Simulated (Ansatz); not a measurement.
# Hf4HS8: the cost of one run

Method: DFT PBE+D3(BJ), scalar-relativistic, plane waves, PAW, in Ansatz 0.2.0.

2 further runs of the same task are left out: 2 set aside as unsound or not needed.

## 1. The structure to begin with

The structure is trigonal, space group P-3m1 (No. 164). The conventional cell has a = 3.606 Å, b = 3.606 Å, c = 5.770 Å, α = 90.00°, β = 90.00°, γ = 120.00°. Hf (site symmetry -3m) is surrounded by 6 S at 2.54 Å. S (site symmetry 3m) has 3 Hf at 2.54 Å in its first shell of neighbours.

Coordinates:

```cif
data_structure
_symmetry_space_group_name_H-M 'P-3m1'
_symmetry_Int_Tables_number 164
_cell_length_a 3.6059
_cell_length_b 3.6059
_cell_length_c 5.7704
_cell_angle_alpha 90.000
_cell_angle_beta 90.000
_cell_angle_gamma 120.000
_cell_volume 64.98
loop_
_atom_site_label
_atom_site_type_symbol
_atom_site_symmetry_multiplicity
_atom_site_Wyckoff_symbol
_atom_site_fract_x
_atom_site_fract_y
_atom_site_fract_z
_atom_site_occupancy
Hf1 Hf 1 a 0.00000 0.00000 0.00000 1
S1 S 2 d 0.66667 0.33333 0.74761 1
```

It goes back to an entry of the Materials Project.

It is the result of an earlier relaxation at this level (volume 21.66 Å³/atom; gap on the mesh: 0.85 eV).

## 2. The defect cell, relaxed

The supercell's rows are 1 0 -1; 1 0 1; -2 -2 0 in vectors of the relaxed cell. Atom 13 is the H that will move.

Contents of input.yaml:

```yaml
crystal:
  lattice:
    - [3.6058628313, 0.0, -5.7703876582]
    - [3.6058628313, 0.0, 5.7703876582]
    - [-3.6058628313, -6.245537629, 0.0]
  atoms:
    - { symbol: Hf, position: [0.5, 0.5, 0.0] }
    - { symbol: Hf, position: [1.0, 0.0, 0.0] }
    - { symbol: Hf, position: [0.5, 0.5, 0.5] }
    - { symbol: Hf, position: [1.0, 0.0, 0.5] }
    - { symbol: S, position: [0.7928636758, 0.5404696575, 0.3333333333] }
    - { symbol: S, position: [0.2928636758, 0.0404696575, 0.3333333333] }
    - { symbol: S, position: [0.7928636758, 0.5404696575, 0.8333333333] }
    - { symbol: S, position: [0.2928636758, 0.0404696575, 0.8333333333] }
    - { symbol: S, position: [0.7071363242, 0.9595303425, 0.1666666667] }
    - { symbol: S, position: [0.2071363242, 0.4595303425, 0.1666666667] }
    - { symbol: S, position: [0.7071363242, 0.9595303425, 0.6666666667] }
    - { symbol: S, position: [0.2071363242, 0.4595303425, 0.6666666667] }
    - { symbol: H, position: [0.5517410792, 0.1677088207, 0.696848315] }
total_charge: -1
basis:
  ecutwfc: 420
  xc_grid: 2
kpoints:
  mp_grid: { grid: [3, 3, 3], shift: [0.0, 0.0, 0.0] }
hamiltonian:
  xc: pbe
  dispersion: d3bj
scf:
  occupations: { method: gaussian, width: 0.02 }
output:
  forces: true
  stress: false
  eigenvalues: true
  write_density: true
  write_potential: true
  elf: true
  volumetric_format: npy
relax:
  adjacent_minimum: "off"
  f_tol: 0.02
  max_steps: 60
```

Launch:

```
> ansatz run input.yaml --threads 4 --pin off --max-ram 10240MiB --backend cpu --events-out ev --progress --plain --runs-dir out
```

What time and memory should one allow on 4 threads of Intel Xeon Platinum 8488C (Sapphire Rapids), shared host?

About 58 s, with a peak of 1 GiB.
